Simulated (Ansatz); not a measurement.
Theory: Ansatz 0.2.0, DFT PBE, scalar-relativistic, plane waves, PAW. Settings: cutoff 420 eV, Γ-centred meshes spaced at most about 0.3 Å⁻¹, and about 0.25 Å⁻¹ or finer for metals (2π included), Gaussian smearing. No spin polarisation.

These are static total energies at zero pressure.

Compare these two cells of Mg₃Sn₂N₂, each relaxed at this level.

A.

```
CELL_PARAMETERS angstrom
3.57877 0.00000 0.00000
-1.78938 3.09930 0.00000
0.00000 0.00000 11.43832
ATOMIC_POSITIONS crystal
Mg 0.33333 0.66667 0.58468
Mg 0.66667 0.33333 0.41532
Mg 0.00000 0.00000 0.00000
Sn 0.66667 0.33333 0.79644
Sn 0.33333 0.66667 0.20356
N 0.33333 0.66667 0.38912
N 0.66667 0.33333 0.61088
```

B.

```
CELL_PARAMETERS angstrom
3.26881 0.00000 0.00000
-1.63441 2.83087 0.00000
0.00000 0.00000 13.19607
ATOMIC_POSITIONS crystal
Mg 0.00000 0.00000 0.00000
Mg 0.66667 0.33333 0.16385
Mg 0.33333 0.66667 0.83615
Sn 0.00000 0.00000 0.38688
Sn 0.00000 0.00000 0.61312
N 0.66667 0.33333 0.89781
N 0.33333 0.66667 0.10219
```

Question: Which form is favoured at zero pressure, and by what margin per atom?

Answer: B is lower, by 57 meV/atom. A has space group P-3m1 (No. 164), 18.1 Å³/atom and no gap on its mesh; B has space group P-3m1 (No. 164), 17.4 Å³/atom and no gap. Counting Mg or Sn atoms around N (for each partner element, those within 1.25 times its shortest distance or 1.15 times the sum of covalent radii, where it is the nearest in units of that sum or under 1.3), A has N 5 and B has N 6. The denser one is the lower, and pressure would at first widen the difference. In A, Mg on a site of symmetry 3m has 3 N at 2.09 Å, 1 N at 2.24 Å and 3 Mg at 2.83 Å; around Sn lie 1 N at 2.12 Å and 6 Mg at 3.11–3.18 Å; N is surrounded by 3 Mg at 2.09 Å, 1 Sn at 2.12 Å and 1 Mg at 2.24 Å; 1 more site not described. In B, around Mg on a site of symmetry -3m lie 6 N at 2.32 Å and 6 Mg at 2.87 Å; around Sn lie 1 Sn at 2.99 Å, 6 Sn at 3.27 Å and 3 Mg at 3.50 Å; N is surrounded by 3 Mg at 2.06 Å and 3 Mg at 2.32 Å; 1 more site not described. Both come from invented guesses. The lowest form computed isn't among them: it has space group P-3m1 (No. 164), 17.2 Å³/atom and lies 8 meV/atom below the best shown.

Cells relaxed within their symmetry can be saddle points. Some types were kept out of the candidates beforehand, so the set may lack a known form.
